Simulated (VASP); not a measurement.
A run of VASP 6.6.1 is set up as follows.

INCAR

```
SYSTEM = VO2
PREC     = Accurate       ! precision mode
ENCUT    = 600            ! plane-wave cutoff, eV
EDIFF    = 1E-7           ! SCF threshold, eV
ISMEAR   = 0              ! smearing method
SIGMA    = 0.03           ! smearing width, eV
LREAL    = .False.        ! projectors in reciprocal space
LASPH    = .True.         ! aspherical terms in the spheres
NELM     = 150            ! most SCF steps
ALGO     = Normal         ! electronic algorithm
ISIF     = 3              ! what is computed and relaxed
LWAVE    = .False.        ! write WAVECAR
LCHARG   = .False.        ! write CHGCAR
ISPIN    = 2              ! spin polarisation
MAGMOM   = 1 1 0 0 0 0    ! initial moments
LORBIT   = 11             ! projections on sites
LMAXMIX  = 4              ! l up to which the mixer works
LDAU     = .True.         ! DFT+U
LDAUTYPE = 2            
LDAUL    = 2 -1           ! shell
LDAUU    = 3.25 0         ! U, eV
LDAUJ    = 0 0          
LDAUPRINT= 1            
GGA      = PE             ! functional
IBRION   = 2              ! ionic algorithm
NSW      = 90             ! ionic steps
EDIFFG   = -0.005         ! ionic threshold
AMIX     = 0.2          
BMIX     = 1E-4         
AMIX_MAG = 0.8          
BMIX_MAG = 1E-4         
KPAR     = 4
```

KPOINTS

```
regular mesh
0
Gamma
  6 6 10
  0 0 0
```

POSCAR

```
VO2                                     
1.0
    4.6244257527     -0.0000000000      0.0000000000
   -0.0000000000      4.6244257527      0.0000000000
    0.0000000000      0.0000000000      2.9469785544
  V               O             
     2     4
Direct
     0.0000000000000000    0.0000000000000000    0.0000000000000000
     0.5000000000000000    0.5000000000000000    0.5000000000000000
     0.3095991347543786    0.3095991347543786    0.0000000000000000
     0.1904008652456214    0.8095991347543785    0.5000000000000000
     0.6904008652456215    0.6904008652456215    1.0000000000000000
     0.8095991347543785    0.1904008652456214    0.5000000000000000
```

Potentials or basis: VASP PAW PBE potentials, release 64 (V_sv, O).

Run with:

```bash
$ cat potpaw_PBE.64/V_sv/POTCAR potpaw_PBE.64/O/POTCAR > POTCAR
$ mpirun -np 4 vasp_std > vasp.out
```

Estimate the space group after relaxing (to 0.05 Å).

P4_2/mnm (No. 136).

What does it give for the site moments?

V +1.07; O -0.05 μB.

Estimate the band gap on the k mesh.

0.95 eV, indirect (least direct gap 1.19 eV).

Eigenvalues of the final occupation matrices:
```csv
site,spin,trace,eigenvalues
site 1 d,1,1.90,0.14 0.17 0.28 0.38 0.93
site 1 d,2,0.85,0.05 0.11 0.12 0.26 0.30
site 2 d,1,1.90,0.14 0.17 0.28 0.38 0.93
site 2 d,2,0.85,0.05 0.11 0.12 0.26 0.30
```

A k mesh can miss the band edges. The state reached can hang on the start; a lower one may exist.
